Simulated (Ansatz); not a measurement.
Input and output for Pt (sc type): DFT, PBE, PAW with Ansatz's default frozen-core files, scalar-relativistic (Ansatz 0.2.0). This run: sc relaxed under pressure.

The start is a guessed cell of a prototype that needn't be stable.

Command: `ansatz run input.yaml --threads 1 --pin off --max-ram 3584MiB --backend cpu --events-out ev --progress --plain --runs-dir out` It took 11 s on 1 thread of Arm Neoverse V2 (shared host), peak memory 0.28 GiB.

```yaml
crystal:
  lattice:
    - [1.9830524366, 0.0, 0.0]
    - [0.0, 1.9830524366, 0.0]
    - [0.0, 0.0, 1.9830524366]
  atoms:
    - { symbol: Pt, position: [0.0, 0.0, 0.0] }
kpoints:
  mp_grid: { grid: [19, 19, 19] }
scf:
  occupations: { method: fermi_dirac, width: 0.08 }
hamiltonian:
  xc: pbe
  pseudopotentials: { kind: paw }
output:
  forces: true
  stress: true
  eigenvalues: true
relax:
  f_tol: 0.005
  max_steps: 40
  cell: { p_target: 1100.0, stress_tol: 0.55 }
```

Output:

```
Engine: ansatz 0.2.0
Pseudopotentials: kind: paw
Pseudopotential: Pt, paw, valence charge 18, recommended cutoff 420 eV (normal), Pt.paw.azcp
Functional definition: PBE
  parameter kappa = 0.804
  parameter beta = 0.06672455060314922
  exchange = pbe_x(kappa = kappa, mu = beta*pi^2/3)
  correlation = pbe_c(beta = beta)
Crystal: 1 atoms, lattice volume = 7.798 Å³
Basis set: ecut = 420 eV, 147 PW (Γ), exchange–correlation on 30×30×30 points (8 copies of the dense FFT grid, shifted against one another)
Bands: 13, of which v1, the nominal top of the filled ones, is band 9 counted from 1 (8 counted from 0)
Symmetry: 48 space group operations
Space group: Pm-3m (ITA 221), of the structure as read, at distance tolerance 2.0e-5 Å
k-points: 220 of 6859
Non-local potential: Pt, projectors of the file, l = 0: 3, l = 1: 2, l = 2: 2, l = 3: 1
PAW form: soft (Blöchl's): semilocal exchange-correlation on the pseudo side does not see the compensation charge
PAW one-centre angular grid: Pt, 590 points (default); XC on 64 Gauss nodes
Initial density: superposition of atomic densities (neutral atoms: chi_scale 0, normalization atom), corrected by the library's trained network
Initial wavefunctions: pseudopotential atomic-orbital guess
Functional: x = pbe(κ = 0.804, μ = 0.2195149727645171), c = pbe(β = 0.06672455060314922)
SCF iter   1: F=—  HF=-12504.179739 eV  |F-HF|=—  |Δ(HF+E_count)|=         —  Δρ=7.41e-2  dr2=1.30e-1  ethr=1.77e-3  ⟨swp⟩=5.5  Hψ=17098  notcnv=0
preconditioner: auto → none  [metal: Δε(μ)=0.043 eV  Ē_g=24.321 eV  σ=0.080 eV  W_gap=0.13  n_scr=0 (ndim 8)  ℏωp=42.0 eV  f_vac=0.000  D(μ)=0.43/eV (n_scr^D=6)]
SCF iter   2: F=—  HF=-12504.178216 eV  |F-HF|=—  |Δ(HF+E_count)|=   1.52e-3  Δρ=3.45e-2  dr2=2.10e-2  ethr=7.23e-4  ⟨swp⟩=2.0  Hψ=5443  notcnv=0  defer=33
SCF iter   3: F=—  HF=-12504.170189 eV  |F-HF|=—  |Δ(HF+E_count)|=   8.03e-3  Δρ=4.09e-3  dr2=5.79e-4  ethr=1.17e-4  ⟨swp⟩=1.1  Hψ=2863  notcnv=0  defer=33
SCF iter   4: F=—  HF=-12504.170096 eV  |F-HF|=—  |Δ(HF+E_count)|=   9.29e-5  Δρ=4.72e-4  dr2=4.26e-6  ethr=3.22e-6  ⟨swp⟩=2.7  Hψ=4613  notcnv=0  defer=33
SCF iter   5: F=—  HF=-12504.170121 eV  |F-HF|=—  |Δ(HF+E_count)|=   2.45e-5  Δρ=5.01e-5  dr2=7.67e-8  ethr=2.37e-8  ⟨swp⟩=2.3  Hψ=4590  notcnv=0  defer=33
SCF iter   6: F=-12504.170121 eV  HF=-12504.170121 eV  |F-HF|=4.51e-10  |Δ(HF+E_count)|=   1.24e-8  Δρ=6.86e-6  dr2=1.18e-9  ethr=4.26e-10  ⟨swp⟩=4.2  Hψ=13730  notcnv=0
SCF 1 converged in 6 iterations: F = -12504.170121 eV  dr2 = 1.18e-9
  greatest PAW one-centre occupation: 1.011 electrons in one spin orbital (limit 2), on the Pt atom at site 0 (counted from 0), in its partial waves of l = 1
relax step   1: F+E_penalty+E_count = -12504.17012075 eV  Δ(F+E_penalty+E_count) = +0.000e0 eV  max|allowed force component| = 0.000e0 eV/Å  Δτ_max = 0.0000 Å  P = +1284.960 GPa  Ω = 7.798 Å³  (6 SCF iters, dr2 threshold 1.00e-7 eV, accepted)
Crystal: 1 atoms, lattice volume = 8.995 Å³
Basis set: ecut = 420 eV, 179 PW (Γ), exchange–correlation on 30×30×30 points (8 copies of the dense FFT grid, shifted against one another)
Initial density: handed on by an earlier stage of this run
Initial wavefunctions: those handed on with the density
iter 1 solved again at ethr=6.49e-4 eV; its pass at ethr=3.10e-3 eV (dr2=1.17e-1 eV) is discarded
SCF iter   1: F=—  HF=-12511.655694 eV  |F-HF|=—  |Δ(HF+E_count)|=         —  Δρ=4.31e-2  dr2=1.17e-1  ethr=6.49e-4  ⟨swp⟩=1.0  Hψ=20231  notcnv=0
preconditioner: auto → none  [metal: Δε(μ)=0.047 eV  Ē_g=21.791 eV  σ=0.080 eV  W_gap=0.15  n_scr=6 (ndim 8)  ℏωp=39.2 eV  f_vac=0.000  D(μ)=0.48/eV (n_scr^D=6)]
SCF iter   2: F=—  HF=-12511.617539 eV  |F-HF|=—  |Δ(HF+E_count)|=   3.82e-2  Δρ=5.81e-3  dr2=1.09e-3  ethr=6.49e-4  ⟨swp⟩=2.5  Hψ=5094  notcnv=0
SCF iter   3: F=—  HF=-12511.619762 eV  |F-HF|=—  |Δ(HF+E_count)|=   2.22e-3  Δρ=1.65e-3  dr2=5.96e-5  ethr=6.05e-6  ⟨swp⟩=2.5  Hψ=4905  notcnv=0
SCF iter   4: F=—  HF=-12511.620226 eV  |F-HF|=—  |Δ(HF+E_count)|=   4.65e-4  Δρ=3.28e-4  dr2=5.40e-6  ethr=3.31e-7  ⟨swp⟩=2.0  Hψ=4709  notcnv=0
SCF iter   5: F=-12511.620239 eV  HF=-12511.620239 eV  |F-HF|=1.58e-8  |Δ(HF+E_count)|=   1.26e-5  Δρ=5.36e-5  dr2=5.06e-8  ethr=5.56e-10  ⟨swp⟩=4.9  Hψ=15866  notcnv=0
SCF 2 converged in 5 iterations: F = -12511.620239 eV  dr2 = 5.06e-8
  greatest PAW one-centre occupation: 1.005 electrons in one spin orbital (limit 2), on the Pt atom at site 0 (counted from 0), in its partial waves of l = 1
relax step   2: F+E_penalty+E_count = -12511.62023891 eV  Δ(F+E_penalty+E_count) = -7.450e0 eV  max|allowed force component| = 0.000e0 eV/Å  Δτ_max = 0.0000 Å  P = +761.512 GPa  Ω = 8.995 Å³  energy of the carried Pulay correction = -4.760e-3 eV  (5 SCF iters, dr2 threshold 1.00e-7 eV, rejected (line search))
Crystal: 1 atoms, lattice volume = 8.183 Å³
Basis set: ecut = 420 eV, 171 PW (Γ), exchange–correlation on 30×30×30 points (8 copies of the dense FFT grid, shifted against one another)
iter 1 solved again at ethr=2.00e-4 eV; its pass at ethr=3.10e-3 eV (dr2=3.59e-2 eV) is discarded
SCF iter   1: F=—  HF=-12507.012003 eV  |F-HF|=—  |Δ(HF+E_count)|=         —  Δρ=2.59e-2  dr2=3.59e-2  ethr=2.00e-4  ⟨swp⟩=1.0  Hψ=20424  notcnv=0
preconditioner: auto → none  [metal: Δε(μ)=0.016 eV  Ē_g=23.461 eV  σ=0.080 eV  W_gap=0.05  n_scr=0 (ndim 8)  ℏωp=41.0 eV  f_vac=0.000  D(μ)=0.44/eV (n_scr^D=6)]
SCF iter   2: F=—  HF=-12507.001348 eV  |F-HF|=—  |Δ(HF+E_count)|=   1.07e-2  Δρ=4.38e-3  dr2=5.75e-4  ethr=1.99e-4  ⟨swp⟩=2.4  Hψ=5085  notcnv=0
SCF iter   3: F=—  HF=-12507.002302 eV  |F-HF|=—  |Δ(HF+E_count)|=   9.54e-4  Δρ=1.08e-3  dr2=2.26e-5  ethr=3.19e-6  ⟨swp⟩=2.5  Hψ=4827  notcnv=0
SCF iter   4: F=—  HF=-12507.002477 eV  |F-HF|=—  |Δ(HF+E_count)|=   1.75e-4  Δρ=1.79e-4  dr2=1.39e-6  ethr=1.25e-7  ⟨swp⟩=2.1  Hψ=4715  notcnv=0
SCF iter   5: F=—  HF=-12507.002497 eV  |F-HF|=—  |Δ(HF+E_count)|=   2.08e-5  Δρ=2.24e-5  dr2=7.09e-9  ethr=7.75e-9  ⟨swp⟩=2.3  Hψ=4393  notcnv=0
SCF iter   6: F=-12507.002497 eV  HF=-12507.002497 eV  |F-HF|=4.55e-11  |Δ(HF+E_count)|=  6.40e-10  Δρ=1.59e-6  dr2=5.76e-11  ethr=6.72e-12  ⟨swp⟩=6.2  Hψ=13768  notcnv=0
SCF 3 converged in 6 iterations: F = -12507.002497 eV  dr2 = 5.76e-11
  greatest PAW one-centre occupation: 1.009 electrons in one spin orbital (limit 2), on the Pt atom at site 0 (counted from 0), in its partial waves of l = 1
[... lines left out ...]
preconditioner: auto → none  [metal: Δε(μ)=0.009 eV  Ē_g=23.478 eV  σ=0.080 eV  W_gap=0.03  n_scr=0 (ndim 8)  ℏωp=41.1 eV  f_vac=0.000  D(μ)=0.43/eV (n_scr^D=0)]
SCF iter   2: F=-12506.750303 eV  HF=-12506.750303 eV  |F-HF|=5.00e-9  |Δ(HF+E_count)|=   2.24e-5  Δρ=1.17e-5  dr2=4.75e-9  ethr=5.56e-10  ⟨swp⟩=3.1  Hψ=11933  notcnv=0
SCF 5 converged in 2 iterations: F = -12506.750303 eV  dr2 = 4.75e-9
relax step   5: F+E_penalty+E_count = -12506.75030346 eV  Δ(F+E_penalty+E_count) = +1.134e-2 eV  max|allowed force component| = 0.000e0 eV/Å  Δτ_max = 0.0000 Å  P = +1100.005 GPa  Ω = 8.146 Å³  energy of the carried Pulay correction = -1.456e-3 eV  (2 SCF iters, dr2 threshold 1.00e-7 eV, accepted)
Initial wavefunctions: pseudopotential atomic-orbital guess (no wavefunctions were taken with the density)
iter 1 solved again at ethr=1.20e-8 eV; its pass at ethr=3.10e-3 eV (dr2=2.16e-6 eV) is discarded
SCF iter   1: F=—  HF=-12506.751578 eV  |F-HF|=—  |Δ(HF+E_count)|=         —  Δρ=4.04e-4  dr2=1.71e-6  ethr=1.20e-8  ⟨swp⟩=3.7  Hψ=25611  notcnv=0
SCF iter   2: F=—  HF=-12506.751604 eV  |F-HF|=—  |Δ(HF+E_count)|=   2.55e-5  Δρ=1.93e-4  dr2=3.32e-7  ethr=9.49e-9  ⟨swp⟩=2.3  Hψ=4802  notcnv=0
SCF iter   3: F=—  HF=-12506.751605 eV  |F-HF|=—  |Δ(HF+E_count)|=   1.10e-6  Δρ=2.40e-5  dr2=8.69e-9  ethr=1.85e-9  ⟨swp⟩=1.9  Hψ=3088  notcnv=0
SCF iter   4: F=-12506.751605 eV  HF=-12506.751605 eV  |F-HF|=7.02e-10  |Δ(HF+E_count)|=   1.96e-8  Δρ=4.24e-6  dr2=2.44e-10  ethr=6.72e-12  ⟨swp⟩=6.1  Hψ=12381  notcnv=0
SCF 6 converged in 4 iterations: F = -12506.751605 eV  dr2 = 2.44e-10
relax step   6: F+E_penalty+E_count = -12506.75160477 eV  Δ(F+E_penalty+E_count) = -1.301e-3 eV  max|allowed force component| = 0.000e0 eV/Å  Δτ_max = 0.0000 Å  P = +1099.854 GPa  Ω = 8.146 Å³  stress off target by 1.46e-1 GPa  SCF on the basis re-selected at this cell (its energy is not comparable with the rows above)  (4 SCF iters)
basis re-selected at this cell: Δ(F+E_penalty+E_count) = -1.301e-3 eV, ΔP = -0.151 GPa vs the last step (what re-selecting the basis moved, of the pressure what is left beyond the Pulay correction that the steps carried, after the strain that the cell walked since its last selection, with what the two solves' SCF thresholds leave and, on support functions, any second-order correction that the steps lacked; it is no measure of the basis error at this ecutwfc). This SCF's stress stands 1.46e-1 GPa from its target on what of the cell is left free (relax.cell.stress_tol is 5.50e-1 GPa) and its largest allowed force component is 0.00e0 eV/Å (relax.f_tol is 5.00e-3 eV/Å): within both
SCF converged after 4 iterations
Free energy (F): -12506.751605 eV
Harris-Foulkes:  -12506.751605 eV  (|F-HF|=7.02e-10)
Internal energy: -12506.742708 eV  (E = F + TS)
E sigma→0 (E₀):  -12506.747157 eV
Entropy (-TS):   -0.008896 eV (-8.896 meV/atom)
Fermi energy:    49.798260 eV
--- Per-component energies (eV) ---
  E_band       = 255.090261
  E_kinetic    = 702.381762
  E_local      = -750.689216  (includes V_loc(G=0)·N_el)
  E_nonlocal   = 216.591725
  E_hartree    = 359.081655
  E_xc         = -277.475437
  E_vxc        = -323.851992  (∫ρ·V_xc dr)
  E_paw        = -9467.181352  (= ΣΔE_a)
  E_vpaw       = -307.505251  (= ΣTr[D̂ρ^β])
  E_aug_tail   = 0.000261  (compensation charges beyond the density's cutoff)
  E_ewald      = -3289.452107
  E_smearing   = -0.008896  (= −TS)
  E_closure    = 0.000000  (closes the sum)
  Σ components = -12506.751605   (vs F -12506.751605, Δ=0.00e0)
--- Forces (eV/Å), atoms counted from 1 ---
  atom   1  Pt    -0.00000000    -0.00000000    -0.00000000
  max |Σ_I F_I| component: 2.88e-32 eV/Å
--- Stress (GPa, compression-positive) ---
     1099.854040      -0.000000       0.000000
       -0.000000    1099.854040      -0.000000
        0.000000      -0.000000    1099.854040
  P = ⅓ Tr σ = 1099.8540 GPa (10998.540 kbar)
--- Band table (eV; the first three rows and the last of 220) ---
  k-point 0: bands = ["-53.4988", "-5.4332", "-5.4332", "-5.4332", "31.6449", "32.5611", "32.5611", "51.1624", "51.1624", "51.1624", "68.6387", "68.6387", "68.6387"]
  k-point 1: bands = ["-53.4815", "-5.6075", "-5.4191", "-5.4191", "31.8175", "32.6048", "32.8499", "50.8117", "50.8117", "51.1869", "67.8017", "69.0291", "69.0291"]
  k-point 2: bands = ["-53.4311", "-6.0992", "-5.3781", "-5.3781", "32.1696", "32.7328", "33.8364", "49.8791", "49.8791", "51.2581", "65.8931", "70.0562", "70.0562"]
  k-point 219: bands = ["-51.6032", "-9.1746", "-9.1708", "-9.1708", "33.5262", "33.5956", "33.5956", "52.5024", "57.2227", "57.2227", "69.2915", "70.3072", "70.3072"]
--- Relaxed structure (5 steps of the walk, 4 accepted, 1 SCFs on fresh bases) ---
  F+E_penalty+E_count = -12506.75160477 eV   max|allowed force component| = 0.000e0 eV/Å   (the final SCF, on the basis selected at the relaxed cell)
  cell:  # Å, volume = 8.1460 Å³
    - [2.0120933191039416, -2.5679065925163148e-34, 0.0]
    - [-2.5679065925163148e-34, 2.0120933191039416, 0.0]
    - [2.5679065925163143e-34, 0.0, 2.0120933191039416]
  atoms:
    - { symbol: Pt, position: [0.0, 0.0, 0.0] }
```

Next run (diamond relaxed under pressure), as changes to the input before:

```diff
   lattice:
-    - [1.9830524366, 0.0, 0.0]
-    - [0.0, 1.9830524366, 0.0]
-    - [0.0, 0.0, 1.9830524366]
+    - [0.0, 2.0062688498, 2.0062688498]
+    - [2.0062688498, 0.0, 2.0062688498]
+    - [2.0062688498, 2.0062688498, 0.0]
   atoms:
-    - { symbol: Pt, position: [0.0, 0.0, 0.0] }
+    - { symbol: Pt, position: [-0.125, -0.125, -0.125] }
+    - { symbol: Pt, position: [0.125, 0.125, 0.125] }
 kpoints:
-  mp_grid: { grid: [19, 19, 19] }
+  mp_grid: { grid: [16, 16, 16] }
 scf:
```

Command: `ansatz run input.yaml --threads 1 --pin off --max-ram 3584MiB --backend cpu --events-out ev --progress --plain --runs-dir out` It took 16 s on 1 thread of Arm Neoverse V2, with other jobs on the host, peak memory 0.33 GiB.

Results part of the output:

```
basis re-selected at this cell: Δ(F+E_penalty+E_count) = -1.164e-2 eV, ΔP = -0.180 GPa vs the last step (what re-selecting the basis moved, of the pressure what is left beyond the Pulay correction that the steps carried, after the strain that the cell walked since its last selection, with what the two solves' SCF thresholds leave and, on support functions, any second-order correction that the steps lacked; it is no measure of the basis error at this ecutwfc). This SCF's stress stands 1.51e-1 GPa from its target on what of the cell is left free (relax.cell.stress_tol is 5.50e-1 GPa) and its largest allowed force component is 6.75e-16 eV/Å (relax.f_tol is 5.00e-3 eV/Å): within both
SCF converged after 5 iterations
Free energy (F): -25002.137929 eV
Harris-Foulkes:  -25002.137929 eV  (|F-HF|=1.09e-11)
Internal energy: -25002.121173 eV  (E = F + TS)
E sigma→0 (E₀):  -25002.129551 eV
Entropy (-TS):   -0.016756 eV (-8.378 meV/atom)
Fermi energy:    43.973326 eV
--- Per-component energies (eV) ---
  E_band       = 242.511423
  E_kinetic    = 1405.698547
  E_local      = -2460.698399  (includes V_loc(G=0)·N_el)
  E_nonlocal   = 439.818894
  E_hartree    = 1061.054592
  E_xc         = -552.647234
  E_vxc        = -644.453784  (∫ρ·V_xc dr)
  E_paw        = -18938.352122  (= ΣΔE_a)
  E_vpaw       = -619.963277  (= ΣTr[D̂ρ^β])
  E_aug_tail   = 0.000352  (compensation charges beyond the density's cutoff)
  E_ewald      = -5956.995803
  E_smearing   = -0.016756  (= −TS)
  E_closure    = 0.000000  (closes the sum)
  Σ components = -25002.137929   (vs F -25002.137929, Δ=0.00e0)
--- Forces (eV/Å), atoms counted from 1 ---
  atom   1  Pt     0.00000000    -0.00000000    -0.00000000
  atom   2  Pt    -0.00000000     0.00000000     0.00000000
  max |Σ_I F_I| component: 1.11e-16 eV/Å
--- Stress (GPa, compression-positive) ---
     1099.848552       0.000000      -0.000000
        0.000000    1099.848552       0.000000
       -0.000000       0.000000    1099.848552
  P = ⅓ Tr σ = 1099.8486 GPa (10998.486 kbar)
--- Band table (eV; the first three rows and the last of 145) ---
  k-point 0: bands = ["-62.0766", "-58.7936", "-18.0375", "-18.0375", "-18.0375", "-13.1662", "-13.1662", "-13.1662", "26.8894", "27.4041", "27.4041", "31.2499", "31.2499", "31.2499", "38.1684", "38.1684", "38.1684", "44.9852", "44.9852", "53.8711", "55.1063", "55.1063"]
  k-point 1: bands = ["-62.0553", "-58.8201", "-18.0621", "-18.0621", "-18.0321", "-13.1559", "-13.1335", "-13.1335", "27.0517", "27.3476", "27.3476", "31.1926", "31.3731", "31.3731", "37.8801", "38.0873", "38.0873", "44.9581", "44.9581", "53.1957", "55.1637", "55.1637"]
  k-point 2: bands = ["-61.9927", "-58.8975", "-18.1307", "-18.1307", "-18.0179", "-13.1247", "-13.0420", "-13.0420", "27.2289", "27.2289", "27.5074", "31.0479", "31.6481", "31.6481", "37.1327", "37.9046", "37.9046", "44.8732", "44.8732", "52.6025", "55.3572", "55.3572"]
  k-point 144: bands = ["-60.5245", "-60.5245", "-19.2086", "-19.2086", "-15.3908", "-15.3908", "-11.6137", "-11.6137", "25.6857", "25.6857", "30.7388", "30.7388", "34.2070", "34.2070", "35.7472", "35.7472", "44.2692", "44.2692", "45.1673", "45.1673", "46.7186", "46.7186"]
--- Relaxed structure (4 steps of the walk, 4 accepted, 1 SCFs on fresh bases) ---
  F+E_penalty+E_count = -25002.13792916 eV   max|allowed force component| = 6.754e-16 eV/Å   (the final SCF, on the basis selected at the relaxed cell)
  cell:  # Å, volume = 18.7733 Å³
    - [4.45845052878364e-33, 2.109454751193431, 2.109454751193431]
    - [2.109454751193431, 3.528545132780197e-33, 2.109454751193431]
    - [2.109454751193431, 2.109454751193431, -5.97432370857008e-33]
  atoms:
    - { symbol: Pt, position: [-0.125, -0.125, -0.125] }
    - { symbol: Pt, position: [0.125, 0.125, 0.125] }
```

Next run (omega relaxed under pressure), as changes to the input before:

```diff
   lattice:
-    - [0.0, 2.0062688498, 2.0062688498]
-    - [2.0062688498, 0.0, 2.0062688498]
-    - [2.0062688498, 2.0062688498, 0.0]
+    - [3.4972870663, 0.0, 0.0]
+    - [-1.7486435332, 3.0287394437, 0.0]
+    - [0.0, 0.0, 2.1683179811]
   atoms:
-    - { symbol: Pt, position: [-0.125, -0.125, -0.125] }
-    - { symbol: Pt, position: [0.125, 0.125, 0.125] }
+    - { symbol: Pt, position: [0.0, 0.0, 0.0] }
+    - { symbol: Pt, position: [0.3333333333, 0.6666666667, 0.5] }
+    - { symbol: Pt, position: [0.6666666667, 0.3333333333, 0.5] }
 kpoints:
-  mp_grid: { grid: [16, 16, 16] }
+  mp_grid: { grid: [10, 10, 14] }
 scf:
```

Results part of the output:

```
basis re-selected at this cell: Δ(F+E_penalty+E_count) = -5.353e-4 eV, ΔP = -0.009 GPa vs the last step (what re-selecting the basis moved, of the pressure what is left beyond the Pulay correction that the steps carried, after the strain that the cell walked since its last selection, with what the two solves' SCF thresholds leave and, on support functions, any second-order correction that the steps lacked; it is no measure of the basis error at this ecutwfc). This SCF's stress stands 1.16e-2 GPa from its target on what of the cell is left free (relax.cell.stress_tol is 5.50e-1 GPa) and its largest allowed force component is 3.45e-16 eV/Å (relax.f_tol is 5.00e-3 eV/Å): within both
SCF converged after 6 iterations
Free energy (F): -37526.403790 eV
Harris-Foulkes:  -37526.403790 eV  (|F-HF|=0.00e0)
Internal energy: -37526.361248 eV  (E = F + TS)
E sigma→0 (E₀):  -37526.382519 eV
Entropy (-TS):   -0.042541 eV (-14.180 meV/atom)
Fermi energy:    52.647715 eV
--- Per-component energies (eV) ---
  E_band       = 930.222578
  E_kinetic    = 2102.025637
  E_local      = -1708.196388  (includes V_loc(G=0)·N_el)
  E_nonlocal   = 642.088675
  E_hartree    = 890.033110
  E_xc         = -833.077245
  E_vxc        = -972.575926  (∫ρ·V_xc dr)
  E_paw        = -28396.131420  (= ΣΔE_a)
  E_vpaw       = -913.186330  (= ΣTr[D̂ρ^β])
  E_aug_tail   = 0.000678  (compensation charges beyond the density's cutoff)
  E_ewald      = -10223.104295
  E_smearing   = -0.042541  (= −TS)
[... lines left out ...]
  max |Σ_I F_I| component: 7.40e-17 eV/Å
--- Stress (GPa, compression-positive) ---
     1099.993252       0.000000       0.000000
        0.000000    1099.993252       0.000000
        0.000000       0.000000    1099.988401
  P = ⅓ Tr σ = 1099.9916 GPa (10999.916 kbar)
--- Band table (eV; the first three rows and the last of 112) ---
  k-point 0: bands = ["-50.1827", "-49.2732", "-49.1239", "-6.3020", "-6.3020", "-5.0478", "-5.0478", "-3.1915", "-2.3426", "-2.3426", "-2.2153", "-2.0684", "33.7072", "35.0409", "40.0883", "41.1091", "41.9908", "41.9908", "42.0887", "42.0887", "43.5290", "43.5290", "46.3278", "46.3278", "46.5749", "46.5749", "54.2949", "54.2949", "62.2342", "63.2096", "64.4180", "64.4180", "65.2684"]
  k-point 1: bands = ["-50.1593", "-49.2553", "-49.1091", "-6.2763", "-6.2763", "-4.9999", "-4.9999", "-3.3904", "-2.4042", "-2.3531", "-2.3531", "-2.2870", "34.0367", "35.5384", "40.6781", "41.4479", "41.4479", "41.5484", "41.6522", "41.6522", "43.5089", "43.5089", "46.4833", "46.4833", "46.8009", "46.8009", "53.9084", "53.9084", "62.1809", "63.3070", "64.9045", "64.9045", "65.4241"]
  k-point 2: bands = ["-50.0933", "-49.2051", "-49.0679", "-6.2041", "-6.2041", "-4.8605", "-4.8605", "-3.9288", "-2.9193", "-2.8814", "-2.3873", "-2.3873", "34.8977", "36.9461", "39.9822", "39.9822", "40.7637", "40.7637", "42.3829", "42.8968", "43.6280", "43.6280", "46.1757", "46.1757", "47.6889", "47.6889", "53.1109", "53.1109", "61.9150", "63.5872", "65.8895", "66.0079", "66.0079"]
  k-point 111: bands = ["-49.3503", "-49.2509", "-48.8300", "-7.0948", "-6.4599", "-6.2509", "-4.9907", "-4.6013", "-4.0991", "-3.4650", "-3.3663", "-2.4428", "34.3125", "37.5106", "38.4004", "38.9612", "39.2155", "39.3469", "41.5459", "42.4705", "43.6214", "44.7671", "46.1037", "51.6137", "53.3965", "53.8090", "55.6908", "56.7798", "59.8370", "62.1658", "62.6532", "67.2942", "67.5735"]
--- Relaxed structure (5 steps of the walk, 4 accepted, 1 SCFs on fresh bases) ---
  F+E_penalty+E_count = -37526.40378965 eV   max|allowed force component| = 3.454e-16 eV/Å   (the final SCF, on the basis selected at the relaxed cell)
  cell:  # Å, volume = 23.0815 Å³
    - [3.552481957387635, 2.932315189733488e-11, 0.0]
    - [-1.7762409787192122, 3.076539621568898, 0.0]
    - [0.0, 0.0, 2.1118853394740325]
  atoms:
    - { symbol: Pt, position: [5.8980127499374424e-36, -4.415867971799797e-37, 0.0] }
    - { symbol: Pt, position: [0.3333333333333332, 0.6666666666666664, 0.4999999999999999] }
    - { symbol: Pt, position: [0.6666666666666665, 0.3333333333333332, 0.4999999999999999] }
```

Spin–orbit coupling is left out, which matters for the heavy atoms.
